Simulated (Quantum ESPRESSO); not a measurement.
Input of a Quantum ESPRESSO 7.5 run:

The input pw.in:

```
&CONTROL
  calculation = 'scf'
  prefix = 'pwscf'
  outdir = './tmp'
  pseudo_dir = './pseudo'
  tprnfor = .true.
  tstress = .true.
  disk_io = 'low'
/
&SYSTEM
  ibrav = 0
  nat = 2
  ntyp = 2
  ecutwfc = 56
  ecutrho = 448
  nbnd = 21
  occupations = 'smearing'
  smearing = 'fd'
  degauss = 0.00367493
  nspin = 2
  starting_magnetization(1) = 0.1176
  starting_magnetization(2) = 0
/
&ELECTRONS
  conv_thr = 4d-10
  electron_maxstep = 120
  mixing_beta = 0.3
/
ATOMIC_SPECIES
Co    58.9332 co_pbesol_v1.2.uspp.F.UPF
O     15.9990 o_pbesol_v1.2.uspp.F.UPF
CELL_PARAMETERS angstrom
   0.0000000000    2.1315000000    2.1315000000
   2.1315000000    0.0000000000    2.1315000000
   2.1315000000    2.1315000000    0.0000000000
ATOMIC_POSITIONS crystal
Co     0.0000000000    0.0000000000    0.0000000000
O      0.5000000000    0.5000000000    0.5000000000
K_POINTS automatic
11 11 11 0 0 0
```

pp_density.in

```
&INPUTPP
  prefix = 'pwscf'
  outdir = './tmp'
  filplot = 'density.dat'
  plot_num = 0
/
&PLOT
  nfile = 1
  filepp(1) = 'density.dat'
  iflag = 3
  output_format = 6
  fileout = 'density.cube'
/
```

Contents of pp_potential.in:

```
&INPUTPP
  prefix = 'pwscf'
  outdir = './tmp'
  filplot = 'potential.dat'
  plot_num = 11
/
&PLOT
  nfile = 1
  filepp(1) = 'potential.dat'
  iflag = 3
  output_format = 6
  fileout = 'potential.cube'
/
```

The input pp_spin.in:

```
&INPUTPP
  prefix = 'pwscf'
  outdir = './tmp'
  filplot = 'spin.dat'
  plot_num = 6
/
&PLOT
  nfile = 1
  filepp(1) = 'spin.dat'
  iflag = 3
  output_format = 6
  fileout = 'spin.cube'
/
```

Potentials or basis: GBRV 1.5 PBEsol.

Launch:

```sh
$ OMP_NUM_THREADS=1 mpirun -n 2 pw.x -nk 2 -in pw.in > pw.out
$ OMP_NUM_THREADS=1 mpirun -n 1 pp.x -in pp_density.in > pp_density.out
$ OMP_NUM_THREADS=1 mpirun -n 1 pp.x -in pp_potential.in > pp_potential.out
$ OMP_NUM_THREADS=1 mpirun -n 1 pp.x -in pp_spin.in > pp_spin.out
```

(1) Predict the band gap on the k mesh.

(2) Predict the pressure.

Results:

(1) none (metal or under the smearing width).

(2) -10.7 GPa.

Caveat: a cell with one magnetic atom can't hold antiferromagnetic order, which such compounds often take; semilocal functionals often make such compounds metallic where correlation or magnetic order opens a gap, which also shifts bond lengths.
